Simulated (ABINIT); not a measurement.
# BAs (F-43m): third-order response, part 2 of 3

Which lines does BAs (F-43m) show in Raman and infrared spectra?

ABINIT 10.8.3; DFT LDA, scalar-relativistic, plane waves, PseudoDojo norm-conserving pseudopotentials.

So far. Step 3 (Relaxation): The volume changes by -2.8 % in this run and stands -2.8 % from the first cell. Step 4 (Self-consistent run for the response): The cell stands at -18 GPa: the relaxation ran with a smoothed and higher cutoff and on another k mesh. A stress of this size shows a cutoff too low for these files. The relaxed cell has a = 4.732 Å (conventional setting).

### 6. Linear response at Γ

The derivative of the wavefunctions by k comes first, since the response to a field is built on it; then the field and the displacements that symmetry doesn't supply are solved at q = 0. By the 2n+1 theorem the first-order wavefunctions also give third derivatives: Raman tensors and the non-linear susceptibility.

It reads the wavefunctions written in step 4.

File dfpt_gamma.abi:

```
ndtset 3

# common to the responses
getwfk_filepath "gso_WFK"
kptopt 2
nqpt 1
qpt 0.0 0.0 0.0
asr 0
chneut 0

# d/dk
rfelfd1 2
rfdir1 1 1 1
iscf1 -3
tolwfr1 1.0d-20

# displacements, field
rfphon2 1
rfatpol2 1 2
rfdir2 1 1 1
rfelfd2 3
getddk2 1
tolvrs2 1.0d-10
prepanl2 1
prtden2 1

# third order
optdriver3 5
getden_filepath3 "gso_DEN"
get1den3 2
get1wf3 2
getddk3 1
d3e_pert1_elfd3 1
d3e_pert1_phon3 1
d3e_pert1_atpol3 1 2
d3e_pert1_dir3 1 1 1
d3e_pert2_elfd3 1
d3e_pert2_dir3 1 1 1
d3e_pert3_elfd3 1
d3e_pert3_dir3 1 1 1
usepead3 1
tolvrs3 1.0d-10

# basis, mesh and filling
ecut 34.0
ngkpt 8 8 8
nshiftk 4
shiftk 
    0.5 0.5 0.5
    0.5 0.0 0.0
    0.0 0.5 0.0
    0.0 0.0 0.5
istwfk *1
occopt 1
nband 9
nstep 100
diemac 9.0
prtebands 0
prtgsr 0

# cell and atoms
acell 6.323209969 6.323209969 6.323209969
rprim 
    -0.7071067812 0.0 0.7071067812
    0.0 0.7071067812 0.7071067812
    -0.7071067812 0.7071067812 0.0
ntypat 2
znucl 5 33
natom 2
typat 1 2
xred 
    0.0 0.0 0.0
    0.25 0.25 0.25
pp_dirpath "./pseudo"
pseudos "B.upf, As.upf"
```

The run is started by

```
> OMP_NUM_THREADS=1 mpirun -n 4 abinit dfpt_gamma.abi > dfpt_gamma.log
```

Numbers of over 12 decimals in the logs are rounded to 6 here.

dfpt_gamma.abo, the main output file:

```text
[banners, grids, parts of the stress and lines that vanish by symmetry left out]
- input  file    -> dfpt_gamma.abi
- output file    -> dfpt_gamma.abo
- root for input  files -> dfpt_gammai
[...]
DATASET    1 : space group F-4 3 m (#216); Bravais cF (face-center cubic)
[...]
nfft =       46656          nkpt =        1024
[...]
DATASET    2 : space group F-4 3 m (#216); Bravais cF (face-center cubic)
[...]
nfft =       46656          nkpt =        1024
[...]
DATASET    3 : space group F-4 3 m (#216); Bravais cF (face-center cubic)
[...]
mpw =        1713          nfft =       46656          nkpt =        1024
[...]
== DATASET  1 ==================================================================
[...]
cutoff_energies: {ecut:  34.0, pawecutdg:  -1.0, }
[...]
- 33.00000  15.00000  180309                  znucl, zion, pspdat
[...]
Perturbation : derivative vs k along direction   1
[...]
-ETOT  1  -60.836463612927     -6.084E+01 2.202E+00 0.000E+00
 ETOT  2  -60.988403077972     -1.519E-01 3.067E-02 0.000E+00
 ETOT  3  -60.991331937414     -2.929E-03 2.836E-03 0.000E+00
 ETOT  4  -60.991427583522     -9.565E-05 9.492E-05 0.000E+00
 ETOT  5  -60.991431585169     -4.002E-06 1.261E-05 0.000E+00
[...]
At SCF step   18   max residual=  1.00E-20 < tolwfr=  1.00E-20 =>converged.
[...]
Perturbation : derivative vs k along direction   2
[...]
-ETOT  1  -60.836463612809     -6.084E+01 2.202E+00 0.000E+00
[...]
At SCF step   18   max residual=  1.00E-20 < tolwfr=  1.00E-20 =>converged.
[...]
Perturbation : derivative vs k along direction   3
[...]
-ETOT  1  -60.836463612691     -6.084E+01 2.202E+00 0.000E+00
[...]
At SCF step   18   max residual=  1.00E-20 < tolwfr=  1.00E-20 =>converged.
[...]
1        1       1.4370007928   -0.0000000000
     1        2      -0.7185003964    0.0000000000
     1        3      -0.7185003964   -0.0000000000
     2        1      -0.7185003964    0.0000000000
     2        2       1.4370007928   -0.0000000000
     2        3       0.7185003964   -0.0000000000
     3        1      -0.7185003964   -0.0000000000
     3        2       0.7185003964   -0.0000000000
     3        3       1.4370007928   -0.0000000000
[...]
== DATASET  2 ==================================================================
[...]
cutoff_energies: {ecut:  34.0, pawecutdg:  -1.0, }
[...]
Perturbation : displacement of atom   1   along direction   1
[...]
-ETOT  1   7.826539     -2.364E+02 1.108E+00 1.643E+03
[...]
At SCF step    9       vres2   =  1.47E-11 < tolvrs=  1.00E-10 =>converged.
[...]
Perturbation : displacement of atom   2   along direction   1
[...]
-ETOT  1   15.335794125468     -3.769E+04 3.256E+01 6.781E+01
[...]
At SCF step   10       vres2   =  1.25E-11 < tolvrs=  1.00E-10 =>converged.
[...]
Perturbation : homogeneous electric field along direction   1
[...]
-ETOT  1  -174.62967816848     -1.746E+02 6.281E+01 1.497E+04
[...]
At SCF step   11       vres2   =  4.18E-12 < tolvrs=  1.00E-10 =>converged.
[...]
Perturbation : homogeneous electric field along direction   2
[...]
-ETOT  1  -174.62967817332     -1.746E+02 6.281E+01 1.497E+04
[...]
At SCF step   11       vres2   =  4.18E-12 < tolvrs=  1.00E-10 =>converged.
[...]
Perturbation : homogeneous electric field along direction   3
[...]
-ETOT  1  -174.62967817814     -1.746E+02 6.281E+01 1.497E+04
[...]
ETOT 10  -181.07335277046     -3.058E-11 1.629E-10 1.558E-10
 ETOT 11  -181.07335277046     -2.700E-12 1.764E-11 4.176E-12
 At SCF step   11       vres2   =  4.18E-12 < tolvrs=  1.00E-10 =>converged.
[...]
Dielectric tensor, in cartesian coordinates,
[...]
1    4   1    4         9.5939100637        -0.0000000000
   1    4   2    4        -0.0000000000        -0.0000000000
   1    4   3    4        -0.0000000000        -0.0000000000
   2    4   1    4        -0.0000000000        -0.0000000000
   2    4   2    4         9.5939100637        -0.0000000000
   2    4   3    4        -0.0000000000        -0.0000000000
   3    4   1    4        -0.0000000000        -0.0000000000
   3    4   2    4        -0.0000000000        -0.0000000000
   3    4   3    4         9.5939100637        -0.0000000000
  Effective charges, in cartesian coordinates,
[...]
1    1   1    4        -0.5316847720         0.0000000000
   2    1   1    4        -0.0000000000         0.0000000000
   3    1   1    4         0.0000000000         0.0000000000
   1    2   1    4         0.5330887910         0.0000000000
   2    2   1    4        -0.0000000000         0.0000000000
[...]
Effective charges, in cartesian coordinates,
[...]
2    4   1    2        -0.0000000000         0.0000000000
   3    4   1    2        -0.0000000000         0.0000000000
   1    4   2    2         0.0000000000         0.0000000000
   2    4   2    2         0.5330887280         0.0000000000
   3    4   2    2        -0.0000000000         0.0000000000
   1    4   3    2        -0.0000000000         0.0000000000
   2    4   3    2        -0.0000000000         0.0000000000
   3    4   3    2         0.5330887280         0.0000000000
  Phonon wavevector (reduced coordinates) :  0.00000  0.00000  0.00000
 Phonon energies in Hartree :
[...]
Phonon frequencies in cm-1    :
-  1.615733E+00  1.615733E+00  1.615733E+00  7.003337E+02  7.003337E+02
-  7.003337E+02
  Phonon at Gamma, with non-analyticity in the
[...]
Phonon energies in Hartree :
[...]
Phonon frequencies in cm-1    :
-  1.615733E+00  1.615733E+00  1.617088E+00  7.003337E+02  7.003337E+02
-  7.044602E+02
  Phonon at Gamma, with non-analyticity in the
[...]
Phonon energies in Hartree :
[...]
Phonon frequencies in cm-1    :
-  1.615733E+00  1.615733E+00  1.617088E+00  7.003337E+02  7.003337E+02
-  7.044602E+02
  Phonon at Gamma, with non-analyticity in the
[...]
Phonon energies in Hartree :
[...]
Phonon frequencies in cm-1    :
-  1.615733E+00  1.615733E+00  1.617088E+00  7.003337E+02  7.003337E+02
-  7.044602E+02
[...]
== DATASET  3 ==================================================================
[...]
cutoff_energies: {ecut:  34.0, pawecutdg:  -1.0, }
[...]
j1 : displacement of atom   1 along direction   1
[...]
j1 : displacement of atom   2 along direction   1
[...]
j2 : displacement of atom   1 along direction   1
[...]
j2 : displacement of atom   2 along direction   1
[...]
j2 : displacement of atom   1 along direction   1
[...]
j2 : displacement of atom   2 along direction   1
[...]
1          1        0.000000002       -0.000000001       -0.000000001
[...]
1          2       -0.000000000       -0.000000000        0.277275251
[...]
1          3       -0.000000000        0.277275252        0.000000001
[...]
2          1       -0.000000001        0.000000000        0.000000000
[...]
2          2       -0.000000000       -0.000000000       -0.277016910
[...]
2          3       -0.000000000       -0.277016910       -0.000000000
[...]
strten2     0.0000000000E+00  0.0000000000E+00  0.0000000000E+00
           strten3     0.0000000000E+00  0.0000000000E+00  0.0000000000E+00
================================================================================
```

Wall time 24 min (4 MPI ranks of Arm Neoverse V1, shared host); 1.6 h of CPU time.

Read from the output:

- miss of the charge sum rule: 0.001404 e
- largest acoustic frequency at the zone centre before the sum rule: 1.62 cm⁻¹
- highest optical zone-centre mode (no LO-TO term): 700.3 cm⁻¹
- lowest optical zone-centre mode: 700.3 cm⁻¹
- mean high-frequency dielectric constant: 9.594
- largest Born charge in size (third of the trace): 0.5331 e

Born charge (rows field, columns displacement), before the sum rule (e), principal values of the symmetric part by kind of site:

| atom | atoms with these values | low | middle | high | mean |
| --- | --- | --- | --- | --- | --- |
| B1 | 1 | -0.5317 | -0.5317 | -0.5317 | -0.5317 |
| As2 | 1 | 0.5331 | 0.5331 | 0.5331 | 0.5331 |

In full for B1:

```
-0.5317  0.0000  0.0000
 0.0000 -0.5317  0.0000
 0.0000  0.0000 -0.5317
```

High-frequency dielectric tensor:

```
9.59 0.00 0.00
0.00 9.59 0.00
0.00 0.00 9.59
```

The acoustic modes at Γ come out as far as 1.6 cm⁻¹ from zero, where they should vanish, a small numerical error; the Born charges miss their sum rule by 0.0014 e, which is good.

### 7. Zone-centre analysis

anaddb reads the merged derivatives, imposes the acoustic sum rule and charge neutrality, and adds the LO-TO term along chosen directions.

File anaddb.abi:

```
ddb_filepath "gamma_DDB"
output_file "anaddb.abo"
outdata_prefix "anaddb"
asr 1
chneut 1
enunit 2
eivec 1
nph1l 1
qph1l 0.0 0.0 0.0 1.0
dieflag 1
nph2l 3
qph2l 
    1.0 0.0 0.0 0.0
    0.0 0.0 1.0 0.0
    1.0 1.0 1.0 0.0
nlflag 1
ramansr 1
alphon 1
prtmbm 1
```

File mrgddb.in:

```
gamma_DDB
merged
3
dfpt_gammao_DS2_DDB
dfpt_gammao_DS3_DDB
gso_DDB
```

The run is started by

```
> mrgddb < mrgddb.in > mrgddb.log
> OMP_NUM_THREADS=1 anaddb anaddb.abi > anaddb.log
```

anaddb.abo, the main output file:

```text
[banners, grids, parts of the stress and lines that vanish by symmetry left out]
-outvars_anaddb: echo values of input variables ----------------------

 Flags :
[...]
Dielectric Tensor and Effective Charges
[...]
Effective charge tensors after
[...]
1          1        0.000000001       -0.000000001       -0.000000001
[...]
1          2       -0.000000000        0.000000000        0.277146080
[...]
1          3       -0.000000000        0.277146081        0.000000001
[...]
2          1       -0.000000001        0.000000001        0.000000001
[...]
2          2       -0.000000000       -0.000000000       -0.277146080
[...]
2          3       -0.000000000       -0.277146081       -0.000000001
[...]
Phonon wavevector (reduced coordinates) :  0.00000  0.00000  0.00000
 Phonon energies in Hartree :
[...]
Phonon energies in meV     :
-  0.000000E+00  0.000000E+00  0.000000E+00  8.683028E+01  8.683028E+01
-  8.683028E+01
 Phonon frequencies in cm-1    :
-  0.000000E+00  0.000000E+00  0.000000E+00  7.003334E+02  7.003334E+02
-  7.003334E+02
 Phonon frequencies in Thz     :
-  0.000000E+00  0.000000E+00  0.000000E+00  2.099547E+01  2.099547E+01
-  2.099547E+01
 Phonon energies in Kelvin  :
-  0.000000E+00  0.000000E+00  0.000000E+00  1.007624E+03  1.007624E+03
-  1.007624E+03
[...]
-  1  0.00000000E+00  2.34148657E-07 -2.52957071E-03
-     0.00000000E+00  0.00000000E+00  0.00000000E+00
-  2  0.00000000E+00  2.34148750E-07 -2.52957172E-03
-     0.00000000E+00  0.00000000E+00  0.00000000E+00
[...]
-  1  3.04904344E-07  2.52957069E-03  2.34148657E-07
-     0.00000000E+00  0.00000000E+00  0.00000000E+00
-  2  3.04904465E-07  2.52957170E-03  2.34148751E-07
-     0.00000000E+00  0.00000000E+00  0.00000000E+00
[...]
-  1  2.52957070E-03 -3.04904344E-07  0.00000000E+00
-     0.00000000E+00  0.00000000E+00  0.00000000E+00
-  2  2.52957171E-03 -3.04904466E-07  0.00000000E+00
-     0.00000000E+00  0.00000000E+00  0.00000000E+00
[...]
-  1  1.20138343E-07  1.20498994E-06  6.65913088E-03
-     0.00000000E+00  0.00000000E+00  0.00000000E+00
-  2  0.00000000E+00 -1.73876997E-07 -9.60895722E-04
-     0.00000000E+00  0.00000000E+00  0.00000000E+00
[...]
-  1  6.91526784E-07  6.65913085E-03 -1.20500241E-06
-     0.00000000E+00  0.00000000E+00  0.00000000E+00
-  2  0.00000000E+00 -9.60895717E-04  1.73878797E-07
-     0.00000000E+00  0.00000000E+00  0.00000000E+00
[...]
-  1  6.65913095E-03 -6.91548512E-07 -1.20013206E-07
-     0.00000000E+00  0.00000000E+00  0.00000000E+00
-  2 -9.60895733E-04  0.00000000E+00  0.00000000E+00
-     0.00000000E+00  0.00000000E+00  0.00000000E+00
[...]
-     1          0.000000    -0.000000    -0.000000     0.000000
-     2         -0.000000     0.000000    -0.000000     0.000000
-     3          0.000000    -0.000000    -0.000000     0.000000
-     4          0.000000    -0.000000    -0.602964     0.602964
-     5         -0.000000    -0.602964     0.000000     0.602964
-     6         -0.602964     0.000000    -0.000000     0.602964
[...]
-   1     Real    0.0000E+00  0.0000E+00  0.0000E+00  0.0000E+00  0.0000E+00  0.0000E+00  0.0000E+00
[...]
-   2     Real    0.0000E+00  0.0000E+00  0.0000E+00  0.0000E+00  0.0000E+00  0.0000E+00  0.0000E+00
[...]
-   3     Real    0.0000E+00  0.0000E+00  0.0000E+00  0.0000E+00  0.0000E+00  0.0000E+00  0.0000E+00
[...]
-   4     Real    0.0000E+00  0.0000E+00  1.6458E-05  0.0000E+00  0.0000E+00  0.0000E+00  1.6458E-05
[...]
-   5     Real    0.0000E+00  1.6458E-05  0.0000E+00  0.0000E+00  0.0000E+00  0.0000E+00  1.6458E-05
[...]
-   6     Real    1.6458E-05  0.0000E+00  0.0000E+00  0.0000E+00  0.0000E+00  0.0000E+00  1.6458E-05
[...]
-        -0.000000000       0.000000004       0.000000000
-         0.000000004      -0.000000000      -0.000000000
[...]
Phonon at Gamma, with non-analyticity in the
[...]
Phonon energies in Hartree :
[...]
Phonon energies in meV     :
-  0.000000E+00  0.000000E+00  0.000000E+00  8.683028E+01  8.683028E+01
-  8.734291E+01
 Phonon frequencies in cm-1    :
-  0.000000E+00  0.000000E+00  0.000000E+00  7.003334E+02  7.003334E+02
-  7.044681E+02
 Phonon frequencies in Thz     :
-  0.000000E+00  0.000000E+00  0.000000E+00  2.099547E+01  2.099547E+01
-  2.111942E+01
 Phonon energies in Kelvin  :
-  0.000000E+00  0.000000E+00  0.000000E+00  1.007624E+03  1.007624E+03
-  1.013572E+03
[...]
-  1  0.00000000E+00  2.34333004E-07 -2.52957071E-03
[...]
-  2  0.00000000E+00  2.34333097E-07 -2.52957172E-03
[...]
Phonon at Gamma, with non-analyticity in the
[...]
Phonon energies in Hartree :
[...]
Phonon energies in meV     :
-  0.000000E+00  0.000000E+00  0.000000E+00  8.683028E+01  8.683028E+01
-  8.734291E+01
 Phonon frequencies in cm-1    :
-  0.000000E+00  0.000000E+00  0.000000E+00  7.003334E+02  7.003334E+02
-  7.044681E+02
 Phonon frequencies in Thz     :
-  0.000000E+00  0.000000E+00  0.000000E+00  2.099547E+01  2.099547E+01
-  2.111942E+01
 Phonon energies in Kelvin  :
-  0.000000E+00  0.000000E+00  0.000000E+00  1.007624E+03  1.007624E+03
-  1.013572E+03
[...]
Phonon at Gamma, with non-analyticity in the
[...]
Phonon energies in Hartree :
[...]
Phonon energies in meV     :
-  0.000000E+00  0.000000E+00  0.000000E+00  8.683028E+01  8.683028E+01
-  8.734291E+01
 Phonon frequencies in cm-1    :
-  0.000000E+00  0.000000E+00  0.000000E+00  7.003334E+02  7.003334E+02
-  7.044681E+02
 Phonon frequencies in Thz     :
-  0.000000E+00  0.000000E+00  0.000000E+00  2.099547E+01  2.099547E+01
-  2.111942E+01
 Phonon energies in Kelvin  :
-  0.000000E+00  0.000000E+00  0.000000E+00  1.007624E+03  1.007624E+03
-  1.013572E+03
[...]
-  1  4.06062366E-07 -2.52957057E-03 -8.04292677E-07
[...]
-  2  4.06066452E-07 -2.52957157E-03 -8.04289072E-07
[...]
-  1  2.52957068E-03  4.05993725E-07  2.37519520E-07
[...]
-  2  2.52957168E-03  4.05989961E-07  2.37515690E-07
[...]
-  1  1.20656472E-03  3.98803161E-03 -5.19459633E-03
[...]
-  2 -1.74104234E-04 -5.75462861E-04  7.49567095E-04
[...]
-  1  5.30159271E-03 -3.69571206E-03 -1.60588065E-03
[...]
-  2 -7.65006402E-04  5.33281891E-04  2.31724512E-04
[...]
-        -0.000000000       0.000000000      -0.000000004
-        -0.000000000      -0.000000004      -0.000000000
[...]
-         0.000000000      -0.022026647       0.016910450
-        -0.022026647      -0.000000000       0.005116196
-         0.016910450       0.005116196       0.000000000
[...]
-         0.000000000      -0.006809416      -0.015670928
-        -0.006809416       0.000000000       0.022480344
-        -0.015670928       0.022480344       0.000000000
[...]
Direction                     Dielectric constant
[...]
0.00000   0.00000   1.00000      9.70752580
   1.00000   1.00000   1.00000      9.70752580
-
```

Run time: 0.78 s. Hardware: 1 thread.

This step gave:

```
mean static dielectric constant      : 9.707
highest mode moved by the LO-TO term : 704.5 cm⁻¹
```

No LO-TO term; unit eigenvectors of the mass-weighted matrix, from anaddb's displacements. The modes at Γ (shares of kinetic energy by element, %):

| mode | frequency (cm⁻¹) | symmetry | B % | As % |
| --- | --- | --- | --- | --- |
| 1 | 0.0 | acoustic | 13 | 87 |
| 2 | 0.0 | acoustic | 13 | 87 |
| 3 | 0.0 | acoustic | 13 | 87 |
| 4 | 700.3 | T2 | 87 | 13 |
| 5 | 700.3 | T2 | 87 | 13 |
| 6 | 700.3 | T2 | 87 | 13 |

Displacements in mode 4 (700.3 cm⁻¹), the largest set to 1:
```
B1   0.00  0.00  1.00
As2  0.00  0.00 -0.14
```

Trace of the oscillator strength, degenerate modes summed. Infrared lines, with heights relative to the strongest:

| position (cm⁻¹) | lines merged | IR intensity, relative |
| --- | --- | --- |
| 700 | 3 | 100 |

From anaddb's Raman susceptibilities, degenerate modes summed; transverse modes, the longitudinal lines of polar modes are not listed. Raman lines, with heights relative to the strongest:

| position (cm⁻¹) | lines merged | Raman activity (Å⁴/amu), powder, relative |
| --- | --- | --- |
| 700 | 3 | 100 |

Static dielectric tensor (ions relaxed, fixed cell):

```
9.71 0.00 0.00
0.00 9.71 0.00
0.00 0.00 9.71
```

Non-linear optical d (pm/V). Tensor:

| field along | xx | yy | zz | yz | xz | xy |
| --- | --- | --- | --- | --- | --- | --- |
| x | 0 | 0 | 0 | 14.6 | 0 | 0 |
| y | 0 | 0 | 0 | 0 | 14.6 | 0 |
| z | 0 | 0 | 0 | 0 | 0 | 14.6 |

The rule moves no optical mode by more than 0.1 cm⁻¹.

[end of part 2 of 3]

[Host names and launcher messages were left out of these logs when they were recorded.]

[Logs are printed without paths, hosts, clocks, repeated set-up lines and the standing remarks that a program may print on its own settings, such as how far it seeks lower states.]

[Hosts, paths, dates, database ids (printed as entryN), source tags and the programs' standing remarks are cut or masked in the printed files.]
